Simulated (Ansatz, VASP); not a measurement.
# Two plane-wave programs on Hf

Contents of POSCAR:

```
Hf
1.0
    3.1967000000      0.0000000000      0.0000000000
   -1.5983500000      2.7684234083      0.0000000000
    0.0000000000      0.0000000000      5.0578000000
Hf
2
Direct
    0.3333333333      0.6666666667      0.2500000000
    0.6666666667      0.3333333333      0.7500000000
```

The input INCAR.step1:

```
SYSTEM = Hf
PREC = Accurate
ENCUT = 520
ISMEAR = 0
SIGMA = 0.1
LREAL = .False.
LASPH = .True.
NELM = 60
NBANDS = 17
GGA = PE
ALGO = Normal
EDIFF = 1E-4
LWAVE = .True.
LCHARG = .False.
```

Contents of INCAR.step2:

```
SYSTEM = Hf
PREC = Accurate
ENCUT = 520
EDIFF = 1E-6
ISMEAR = 0
SIGMA = 0.1
LREAL = .False.
LASPH = .True.
NELM = 60
ALGO = Normal
ISIF = 2
LWAVE = .False.
LCHARG = .False.
METAGGA = R2SCAN
LMIXTAU = .True.
NBANDS = 17
ISTART = 1
```

File KPOINTS:

```
Automatic mesh
0
Gamma
  6 6 4
  0 0 0
```

Input for Ansatz:

```yaml
crystal:
  lattice:
    - [3.1967, 0.0, 0.0]
    - [-1.59835, 2.7684234083, 0.0]
    - [0.0, 0.0, 5.0578]
  atoms:
    - { symbol: Hf, position: [0.3333333333, 0.6666666667, 0.25] }
    - { symbol: Hf, position: [0.6666666667, 0.3333333333, 0.75] }
basis:
  ecutwfc: 500
kpoints:
  mp_grid: { grid: [6, 6, 4] }
hamiltonian:
  xc: r2scan
scf:
  occupations: { method: gaussian, width: 0.1 }
output:
  forces: true
  stress: true
  eigenvalues: true
```

Alike in both runs: task single point; functional r2SCAN; k mesh 6 × 6 × 4; occupations gaussian, width 0.1 eV; no spin polarisation.

|  | VASP | Ansatz |
| --- | --- | --- |
| version | VASP 6.6.1 | Ansatz 0.2.0 |
| potentials or method | VASP PAW PBE potentials, release 64 (Hf_pv) | scalar-relativistic, plane waves, PAW |
| plane-wave cutoff (eV) | 520 | 500 |
| valence electrons in the cell | 20 | 52 |

```tsv
	VASP	Ansatz	Ansatz less VASP
gap on the k mesh at the Fermi level (eV)	none	none	-
pressure (GPa)	-0.3	0.3	+0.57
largest component of the traceless stress (GPa)	0.50	0.62	+0.118
```

A gap of «none» marks a metal or a gap that the smearing closes. The functional is the same, so the differences come from potentials, cutoffs and numerics. The two sets of potentials don't hold the same shells in valence.

Caveats: the k mesh is coarse (spacing up to 0.38 Å⁻¹), so the values aren't converged; the PAW data sets were made with another functional, which shifts forces and pressure a little (VASP). The runs have no spin-orbit coupling, so splittings on Hf are missing.
